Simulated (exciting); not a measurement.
# Na (P6_3/mmc) in exciting: equation of state

How stiff is Na in PBEsol, and what volume does it want? The cell is scaled to several volumes.

Everything below comes from runs of exciting (release sodium). Logs are shortened: lines on timing, memory, paths and dates and some standing lists are left out, and cuts for length are marked.

### Step 1. The crystal as given

Symmetry: P6_3/mmc, No. 194, hexagonal system. The conventional cell has a = 3.767 Å, b = 3.767 Å, c = 6.154 Å, α = 90.00°, β = 90.00°, γ = 120.00°. Na (site symmetry -6m2) is surrounded by 12 Na at 3.77 Å.

This isn't the form of Na at room conditions, which is bcc.

### Step 2. Equation of state, PBEsol, 35.54 Å³/atom (volume scaled by 0.94)

The input, input.xml:

```xml
<input>
  <title>Na</title>
  <structure speciespath="./" tshift="false">
    <crystal scale="1">
      <basevect>6.973280019378 0.000000000000 0.000000000000</basevect>
      <basevect>-3.486640009783 6.039037644586 0.000000000000</basevect>
      <basevect>0.000000000000 0.000000000000 11.391973782682</basevect>
    </crystal>
    <species speciesfile="Na.xml" rmt="2">
      <atom coord="0.666666666700 0.333333333300 0.750000000000"/>
      <atom coord="0.333333333300 0.666666666700 0.250000000000"/>
    </species>
  </structure>
  <groundstate do="fromscratch" ngridk="8 8 5" rgkmax="7.5" gmaxvr="14" lmaxapw="10" lmaxmat="10" lmaxvr="8" xctype="GGA_PBE_SOL" stype="Fermi Dirac" swidth="0.00183747" nempty="10" ValenceRelativity="iora*" epsengy="1e-05" epspot="1e-05" maxscl="60" outputlevel="normal"/>
</input>
```

Potentials or basis: all-electron LAPW+lo, shipped species files, valence relativity iora*.

Run with:

```console
$ OMP_NUM_THREADS=1 exciting_smp
```

INFO.OUT:

```text
================================================================================
EXCITING SODIUM started
[... 10 lines left out ...]

 Lattice vectors (cartesian) :
      6.9732800194      0.0000000000      0.0000000000
     -3.4866400098      6.0390376446      0.0000000000
      0.0000000000      0.0000000000     11.3919737827

 Reciprocal lattice vectors (cartesian) :
      0.9010372866      0.5202141200     -0.0000000000
      0.0000000000      1.0404282399      0.0000000000
      0.0000000000     -0.0000000000      0.5515449234

 Unit cell volume                           :     479.7376669278
 Brillouin zone volume                      :       0.5170538620

 Species :    1 (Na)
     parameters loaded from                 :    Na.xml
     name                                   :    sodium
     nuclear charge                         :     -11.00000000
     electronic charge                      :      11.00000000
     atomic mass                            :   41907.78700000
     muffin-tin radius                      :       2.00000000
     # of radial points in muffin-tin       :     300

     atomic positions (lattice) :
       1 :   0.66666667  0.33333333  0.75000000
       2 :   0.33333333  0.66666667  0.25000000

 Total number of atoms per unit cell        :       2

 Spin treatment                             :    spin-unpolarised

 Number of Bravais lattice symmetries       :      24
 Number of crystal symmetries               :      12

 k-point grid                               :       8    8    5
 Total number of k-points                   :      40
 k-point set is reduced with crystal symmetries

 R^MT_min * |G+k|_max (rgkmax)              :       7.50000000
 Species with R^MT_min                      :       1 (Na)
 Maximum |G+k| for APW functions            :       3.75000000
 Maximum |G| for potential and density      :      14.00000000

 G-vector grid sizes                        :      32    32    54
 Total number of G-vectors                  :   22287

 Maximum angular momentum used for
     APW functions                          :      10
     computing H and O matrix elements      :      10
     potential and density                  :       8
     inner part of muffin-tin               :       2

 Total nuclear charge                       :     -22.00000000
 Total electronic charge                    :      22.00000000
 Total core charge                          :       4.00000000
 Total valence charge                       :      18.00000000

 Number of empty states                     :      10
 Total number of valence states             :      20

 Maximum Hamiltonian size                   :     453
 Maximum number of plane-waves              :     437
 Total number of local-orbitals             :      16

 Exchange-correlation type                  :      22
     PBEsol, Phys. Rev. Lett. 100, 136406 (2008)
     Generalised gradient approximation (GGA)

[... 20 lines left out ...]
+ SCF iteration number :    1                                                  +
++++++++++++++++++++++++++++++++++++++++++++++++++++++++++++++++++++++++++++++++
 Total energy                               :      -323.99316149
 _______________________________________________________________
 Fermi energy                               :         0.01890190
 Kinetic energy                             :       324.33017467
 Coulomb energy                             :      -620.41362501
 Exchange energy                            :       -26.99010623
 Correlation energy                         :        -0.91960492

 DOS at Fermi energy (states/Ha/cell)       :        19.43210312

 Electron charges :
     core                                   :         4.00000000
     core leakage                           :         0.00000000
     valence                                :        18.00000000
     interstitial                           :         2.11080430
     charge in muffin-tin spheres :
                  atom     1    Na          :         9.94459785
                  atom     2    Na          :         9.94459785
     total charge in muffin-tins            :        19.88919570
     total charge                           :        22.00000000

++++++++++++++++++++++++++++++++++++++++++++++++++++++++++++++++++++++++++++++++
+ SCF iteration number :    2                                                  +
++++++++++++++++++++++++++++++++++++++++++++++++++++++++++++++++++++++++++++++++
 Total energy                               :      -324.02077102
 _______________________________________________________________
 Fermi energy                               :         0.01857008
 Kinetic energy                             :       324.29052776
 Coulomb energy                             :      -620.40127535
 Exchange energy                            :       -26.99037094
 Correlation energy                         :        -0.91965250

 DOS at Fermi energy (states/Ha/cell)       :        19.43382628

 Electron charges :
     core                                   :         4.00000000
     core leakage                           :         0.00000000
     valence                                :        18.00000000
     interstitial                           :         2.11018060
     charge in muffin-tin spheres :
                  atom     1    Na          :         9.94490970
                  atom     2    Na          :         9.94490970
     total charge in muffin-tins            :        19.88981940
     total charge                           :        22.00000000

 RMS change in effective potential (target) :  0.791600      ( 0.100000E-04)
 Absolute change in total energy   (target) :  0.276095E-01  ( 0.100000E-04)
 Charge distance                   (target) :  0.145714E-03  ( 0.100000E-04)

++++++++++++++++++++++++++++++++++++++++++++++++++++++++++++++++++++++++++++++++
+ SCF iteration number :    3                                                  +
++++++++++++++++++++++++++++++++++++++++++++++++++++++++++++++++++++++++++++++++
 Total energy                               :      -324.04779343
 _______________________________________________________________
 Fermi energy                               :         0.01829601
 Kinetic energy                             :       324.26398280
 Coulomb energy                             :      -620.40089023
 Exchange energy                            :       -26.99121015
 Correlation energy                         :        -0.91967584

 DOS at Fermi energy (states/Ha/cell)       :        19.43546018

 Electron charges :
     core                                   :         4.00000000
     core leakage                           :         0.00000000
     valence                                :        18.00000000
     interstitial                           :         2.10964899
     charge in muffin-tin spheres :
                  atom     1    Na          :         9.94517550
                  atom     2    Na          :         9.94517550
     total charge in muffin-tins            :        19.89035101
     total charge                           :        22.00000000
[... 268 lines left out ...]
 DOS at Fermi energy (states/Ha/cell)       :        19.44050526

 Electron charges :
     core                                   :         4.00000000
     core leakage                           :         0.00000000
     valence                                :        18.00000000
     interstitial                           :         2.10857721
     charge in muffin-tin spheres :
                  atom     1    Na          :         9.94571140
                  atom     2    Na          :         9.94571140
     total charge in muffin-tins            :        19.89142279
     total charge                           :        22.00000000

 RMS change in effective potential (target) :  0.764746E-07  ( 0.100000E-04)
 Absolute change in total energy   (target) :  0.170194E-05  ( 0.100000E-04)
 Charge distance                   (target) :  0.197691E-07  ( 0.100000E-04)

++++++++++++++++++++++++++++++++++++++++++++++++++++++++++++++++++++++++++++++++
+ SCF iteration number :   14                                                  +
++++++++++++++++++++++++++++++++++++++++++++++++++++++++++++++++++++++++++++++++
 Total energy                               :      -324.09293925
 _______________________________________________________________
 Fermi energy                               :         0.01756958
 Kinetic energy                             :       324.18388330
 Coulomb energy                             :      -620.36620843
 Exchange energy                            :       -26.99084792
 Correlation energy                         :        -0.91976619

 DOS at Fermi energy (states/Ha/cell)       :        19.44049688

 Electron charges :
     core                                   :         4.00000000
     core leakage                           :         0.00000000
     valence                                :        18.00000000
     interstitial                           :         2.10857723
     charge in muffin-tin spheres :
                  atom     1    Na          :         9.94571139
                  atom     2    Na          :         9.94571139
     total charge in muffin-tins            :        19.89142277
     total charge                           :        22.00000000

 RMS change in effective potential (target) :  0.138311E-06  ( 0.100000E-04)
 Absolute change in total energy   (target) :  0.252395E-05  ( 0.100000E-04)
 Charge distance                   (target) :  0.154159E-07  ( 0.100000E-04)

++++++++++++++++++++++++++++++++++++++++++++++++++++++++++++++++++++++++++++++++
| Convergency criteria checked for the last 2 iterations                       +
| Convergence targets achieved. Performing final SCF iteration                 +
++++++++++++++++++++++++++++++++++++++++++++++++++++++++++++++++++++++++++++++++
 Total energy                               :      -324.09293964
 _______________________________________________________________
 Fermi energy                               :         0.01756958
 Kinetic energy                             :       324.18388322
 Coulomb energy                             :      -620.36620872
 Exchange energy                            :       -26.99084795
 Correlation energy                         :        -0.91976619

 DOS at Fermi energy (states/Ha/cell)       :        19.44049536

 Electron charges :
     core                                   :         4.00000000
     core leakage                           :         0.00000000
     valence                                :        18.00000000
     interstitial                           :         2.10857722
     charge in muffin-tin spheres :
                  atom     1    Na          :         9.94571139
                  atom     2    Na          :         9.94571139
     total charge in muffin-tins            :        19.89142278
     total charge                           :        22.00000000

++++++++++++++++++++++++++++++++++++++++++++++++++++++++++++++++++++++++++++++++
[... 12 lines left out ...]
| EXCITING SODIUM stopped                                                      =
================================================================================
```

Run time: 84 s. Hardware: 1 thread of Intel Xeon 6975P-C (Granite Rapids), shared host; peak memory 0.15 GiB.

What came out:

- Free energy: -8819.0245 eV
- Band gap on the k mesh: none (metal or under the smearing width)
- All electrons inside the program's atomic spheres: Na 9.95 (radii Na 2.0 bohr)

Caveat: the log's total energy holds no entropy term; the free energy is that total less TS from the occupations.

### Step 3. Equation of state, PBEsol, 36.30 Å³/atom (volume scaled by 0.96)

input.xml: that of step 2 with these lines changed.

```diff
@@ -4,5 +4,5 @@
     <crystal scale="1">
-      <basevect>6.973280019378 0.000000000000 0.000000000000</basevect>
-      <basevect>-3.486640009783 6.039037644586 0.000000000000</basevect>
-      <basevect>0.000000000000 0.000000000000 11.391973782682</basevect>
+      <basevect>7.022389243215 0.000000000000 0.000000000000</basevect>
+      <basevect>-3.511194621608 6.081567480029 0.000000000000</basevect>
+      <basevect>0.000000000000 0.000000000000 11.472201593566</basevect>
     </crystal>
```

Potentials or basis: all-electron LAPW+lo, shipped species files, valence relativity iora*.

Run with:

```console
$ OMP_NUM_THREADS=1 exciting_smp
```

It took 89 s on 1 thread of Intel Xeon 6975P-C (Granite Rapids), shared host; peak memory 0.15 GiB.

It converged, with:

- Free energy: -8819.0254 eV
- Band gap on the k mesh: none (metal or under the smearing width)
- All electrons inside the program's atomic spheres: Na 9.94 (radii Na 2.0 bohr)

Caveat: the log's total energy holds no entropy term; the free energy is that total less TS from the occupations.

[end of part 1 of 2]
